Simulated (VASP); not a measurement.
# Ca: restarted molecular dynamics, 2 variants

Ca, Immm (no. 71), 8 atoms in the cell. PBE, molecular dynamics; PAW potentials Ca_pv (PBE set).

| Restart from | Temperature at the end (K) | The same without a restart (K) | Potential energy at the end (eV/atom) | The same without a restart (eV/atom) | Electronic steps in the first step after the restart | Time (s) |
|---|---|---|---|---|---|---|
| CONTCAR with velocities, WAVECAR read | 1093.0 | 1093.0 | -1.82891 | -1.82888 | 4 | 318 |
| CONTCAR with velocities, no WAVECAR | 1093.0 | 1093.0 | -1.82888 | -1.82888 | 22 | 312 |

Limits: 120 fs of 8 atoms are too short for converged averages.

## Input of the first row

INCAR.step1:
```
ALGO = Fast ; EDIFF = 1E-6
ENCUT = 200 ; GGA = PE
IBRION = 0 ; ISIF = 2
ISMEAR = -1 ; ISYM = 0
KPAR = 2 ; LASPH = T
LCHARG = F ; LREAL = Auto
LWAVE = T ; MDALGO = 2
NELM = 60 ; NELMIN = 4
NSW = 30 ; POTIM = 2.0
PREC = Normal ; RANDOM_SEED = 770953 0 0
SIGMA = 0.069 ; SMASS = -3
TEBEG = 1600
```

INCAR.step2, as INCAR.step1 but for:
```
- LWAVE = T
+ LWAVE = F
```

KPOINTS:
```
k-points
0
Monkhorst-Pack
  2 2 2
```

POSCAR.step1:
```
Ca
1.0
   -4.1929749200      4.2034636200      4.8907049200
    4.1929749200     -4.2034636200      4.8907049200
    4.1929749200      4.2034636200     -4.8907049200
Ca
8
Direct
    0.2500000000      0.2500000000      0.0000000000
    0.2500000000      0.2500000000      0.5000000000
    0.2500000000      0.7500000000      0.0000000000
    0.2500000000      0.7500000000      0.5000000000
    0.7500000000      0.2500000000      0.0000000000
    0.7500000000      0.2500000000      0.5000000000
    0.7500000000      0.7500000000      0.0000000000
    0.7500000000      0.7500000000      0.5000000000
```

Commands (each step's output is kept before the next begins):
```
cat potpaw_PBE.64/Ca_pv/POTCAR > POTCAR
cp INCAR.step1 INCAR
cp POSCAR.step1 POSCAR
mpirun -np 2 vasp_std > vasp.out
cp CONTCAR POSCAR
cp INCAR.step2 INCAR
mpirun -np 2 vasp_std > vasp.out
```

Changes of the last row against the first:
```
(step 1)
- LWAVE = True
+ LWAVE = False
```

VASP 6.6.1 took 318 s on 2 cores (Intel Xeon Platinum 8375C @ 2.90GHz (Ice Lake)), a shared host.
